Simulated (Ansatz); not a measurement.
# Effect of tensor shear ε_yz = −0.22 % on ZrO2

Take ZrO2 in the fluorite structure (space group Fm-3m, No. 225; a = 5.089 Å) as the base. Axes: x, y, z lie along the cube axes.

Modification: a pure shear with ε_yz = ε_zy = -0.0022; the atoms relax in the strained cell.

Computed with r2SCAN, PAW, 500 eV (Ansatz, a program for electronic structure; spin-orbit coupling left out), earlier PAW set. Γ-centred 11×11×11 mesh, Fermi–Dirac width 0.05 eV.

| quantity | base | changed | shift |
|---|---|---|---|
| volume per atom | 10.98 Å³ | 10.98 Å³ | 0.00 Å³ |
| space group | Fm-3m (No. 225) | Immm (No. 71) | – |
| energy relative to the base (free energy F) | 0 meV/atom | 0.0 meV/atom | 0.0 meV/atom |
| pressure (mean of the normal stresses, compression positive) | -0.01 GPa | -0.01 GPa | 0.00 GPa |
| band gap | 3.89 eV | 3.89 eV | 0.00 eV |
| gap character | – | indirect, X → Γ | – |
| smallest direct gap | 4.29 eV | 4.29 eV | 0.00 eV |
| valley order (the lowest conduction-band minima on the path, energy above the VBM, named in the base's zone) | Γ 3.89 eV; a point along ⟨110⟩, about 0.8 Å⁻¹ from Γ 4.29 eV; X along ⟨100⟩ 4.29 eV; L along ⟨111⟩ 4.49 eV | Γ 3.89 eV; a point along [01-1], about 0.8 Å⁻¹ from Γ 4.27 eV; X along [100] 4.29 eV; X along [010] 4.29 eV | – |
| stress (xx, yy, zz, yz, xz, xy; compression positive) | – | (-0.01, -0.01, -0.01, 0.30, 0.00, 0.00) GPa | – |

Final structure:

```xyz
3
Lattice="0.0000 2.5390 2.5390 2.5446 -0.0056 2.5446 2.5446 2.5446 -0.0056" Properties=species:S:1:pos:R:3 pbc="T T T"
Zr     0.0000     0.0000     0.0000
O      1.2740     1.2695     1.2695
O      3.8152     3.8085     3.8085
```

Cost of the whole job for the changed cell (relaxation, final SCF and bands): around 40 core-seconds (rough).

Whether these cells are dynamically stable was not tested. This is not the structure that ZrO2 has at room temperature and ambient pressure. Labels are those of the standard path for the cell's own space group.
